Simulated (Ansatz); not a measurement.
# TaN: the cost of one run

Method: DFT PBE, scalar-relativistic, plane waves, PAW, in Ansatz 0.2.0.

## 1. The system as given

The structure is hexagonal, space group P6_3/mmc (No. 194). Conventional cell: a = 3.048 Å, b = 3.048 Å, c = 4.918 Å, α = 90.00°, β = 90.00°, γ = 120.00°. Ta (site symmetry -3m) is surrounded by 6 N at 2.15 Å and 2 Ta at 2.46 Å. N (site symmetry -6m2) is surrounded by 6 Ta at 2.15 Å.

Coordinates:

```xyz
48
Lattice="-4.5720 2.6396 4.9180 4.5720 -2.6396 4.9180 4.5720 7.9189 -4.9180" Properties=species:S:1:pos:R:3 pbc="T T T"
Ta    0.0000    0.0000    0.0000
Ta    0.0000    0.0000    4.9180
Ta    3.0480    0.0000    4.9180
Ta   -1.5240    2.6396    4.9180
Ta    1.5240    2.6396    4.9180
Ta    1.5240    2.6396    0.0000
Ta    4.5720    2.6396    0.0000
Ta    0.0000    5.2793    0.0000
Ta    3.0480    5.2793    0.0000
Ta    3.0480    5.2793    4.9180
Ta    1.5240    7.9189    0.0000
Ta    6.0960    5.2793    0.0000
Ta    0.0000    0.0000    2.4590
Ta    0.0000    0.0000    7.3770
Ta   -1.5240    2.6396    2.4590
Ta    3.0480    0.0000    2.4590
Ta    1.5240    2.6396    7.3770
Ta    1.5240    2.6396    2.4590
Ta    4.5720    2.6396    2.4590
Ta    0.0000    5.2793    2.4590
Ta    3.0480    5.2793    2.4590
Ta    3.0480    5.2793   -2.4590
Ta    1.5240    7.9189    2.4590
Ta    6.0960    5.2793    2.4590
N     0.0000    1.7598    1.2295
N     0.0000    1.7598    6.1475
N     3.0480    1.7598    6.1475
N     3.0480    1.7598    1.2295
N     1.5240    4.3994    6.1475
N     1.5240    4.3994    1.2295
N     4.5720    4.3994    1.2295
N     0.0000    7.0391    1.2295
N     3.0480    7.0390    1.2295
N     7.6200    4.3994    1.2295
N    -3.0480    1.7598    6.1475
N     1.5240   -0.8799    6.1475
N     1.5240    0.8799    3.6885
N    -3.0480    3.5195    3.6885
N     0.0000    3.5195    3.6885
N     4.5720    0.8799    3.6885
N     3.0480    3.5195   -1.2295
N     3.0480    3.5195    3.6885
N     1.5240    6.1592   -1.2295
N     1.5240    6.1592    3.6885
N     4.5720    6.1592    3.6885
N     4.5720    6.1592   -1.2295
N     3.0480   -1.7598    3.6885
N    -1.5240    0.8799    3.6885
```

The runs take a perfect supercell of 48 atoms; the defect goes to fractional position (0.000, 0.000, 0.000).

## 2. The perfect supercell

File input.yaml:

```yaml
crystal:
  lattice:
    - [-4.572, 2.639645, 4.918]
    - [4.572, -2.639645, 4.918]
    - [4.572, 7.918936, -4.918]
  atoms:
    - { symbol: Ta, position: [0.0, 0.0, 0.0] }
    - { symbol: Ta, position: [0.5, 0.5, 0.0] }
    - { symbol: Ta, position: [0.333333, 0.833333, 0.166667] }
    - { symbol: Ta, position: [0.833333, 0.333333, 0.166667] }
    - { symbol: Ta, position: [0.666667, 0.666667, 0.333333] }
    - { symbol: Ta, position: [0.166667, 0.166667, 0.333333] }
    - { symbol: Ta, position: [0.0, 0.5, 0.5] }
    - { symbol: Ta, position: [0.5, 0.0, 0.5] }
    - { symbol: Ta, position: [0.333333, 0.333333, 0.666667] }
    - { symbol: Ta, position: [0.833333, 0.833333, 0.666667] }
    - { symbol: Ta, position: [0.666667, 0.166667, 0.833333] }
    - { symbol: Ta, position: [0.166667, 0.666667, 0.833333] }
    - { symbol: Ta, position: [0.25, 0.25, 0.0] }
    - { symbol: Ta, position: [0.75, 0.75, 0.0] }
    - { symbol: Ta, position: [0.583333, 0.083333, 0.166667] }
    - { symbol: Ta, position: [0.083333, 0.583333, 0.166667] }
    - { symbol: Ta, position: [0.916667, 0.916667, 0.333333] }
    - { symbol: Ta, position: [0.416667, 0.416667, 0.333333] }
    - { symbol: Ta, position: [0.25, 0.75, 0.5] }
    - { symbol: Ta, position: [0.75, 0.25, 0.5] }
    - { symbol: Ta, position: [0.583333, 0.583333, 0.666667] }
    - { symbol: Ta, position: [0.083333, 0.083333, 0.666667] }
    - { symbol: Ta, position: [0.916667, 0.416667, 0.833333] }
    - { symbol: Ta, position: [0.416667, 0.916667, 0.833333] }
    - { symbol: "N", position: [0.291666, 0.125, 0.166667] }
    - { symbol: "N", position: [0.791666, 0.625, 0.166667] }
    - { symbol: "N", position: [0.625, 0.958334, 0.333333] }
    - { symbol: "N", position: [0.125, 0.458334, 0.333333] }
    - { symbol: "N", position: [0.958333, 0.791667, 0.5] }
    - { symbol: "N", position: [0.458333, 0.291667, 0.5] }
    - { symbol: "N", position: [0.291666, 0.625, 0.666667] }
    - { symbol: "N", position: [0.791666, 0.125, 0.666667] }
    - { symbol: "N", position: [0.625, 0.458334, 0.833333] }
    - { symbol: "N", position: [0.125, 0.958334, 0.833333] }
    - { symbol: "N", position: [0.958333, 0.291667, 0.0] }
    - { symbol: "N", position: [0.458333, 0.791667, 0.0] }
    - { symbol: "N", position: [0.375, 0.541666, 0.166667] }
    - { symbol: "N", position: [0.875, 0.041666, 0.166667] }
    - { symbol: "N", position: [0.708334, 0.375, 0.333333] }
    - { symbol: "N", position: [0.208334, 0.875, 0.333333] }
    - { symbol: "N", position: [0.041667, 0.208333, 0.5] }
    - { symbol: "N", position: [0.541667, 0.708333, 0.5] }
    - { symbol: "N", position: [0.375, 0.041666, 0.666667] }
    - { symbol: "N", position: [0.875, 0.541666, 0.666667] }
    - { symbol: "N", position: [0.708334, 0.875, 0.833333] }
    - { symbol: "N", position: [0.208334, 0.375, 0.833333] }
    - { symbol: "N", position: [0.041667, 0.708333, 0.0] }
    - { symbol: "N", position: [0.541667, 0.208333, 0.0] }
basis:
  ecutwfc: 420
  fft_grid_basis: typed
kpoints:
  mp_grid: { grid: [2, 2, 2] }
hamiltonian:
  xc: pbe
  pseudopotentials: { kind: paw }
scf:
  occupations: { method: gaussian, width: 0.05 }
output:
  forces: true
  stress: false
  eigenvalues: true
  bader: false
  write_density: true
  volumetric_format: npy
```

The run is started by

```sh
$ ansatz run input.yaml --threads 8 --pin off --max-ram 16384MiB --backend cpu --events-out ev --progress --plain --runs-dir out
```

**Question.** How long does this run take on 8 threads of AMD EPYC 9R45 (Zen 5), shared host, and how much memory does it need?

About 2.1 s, with a peak of 3 GiB.
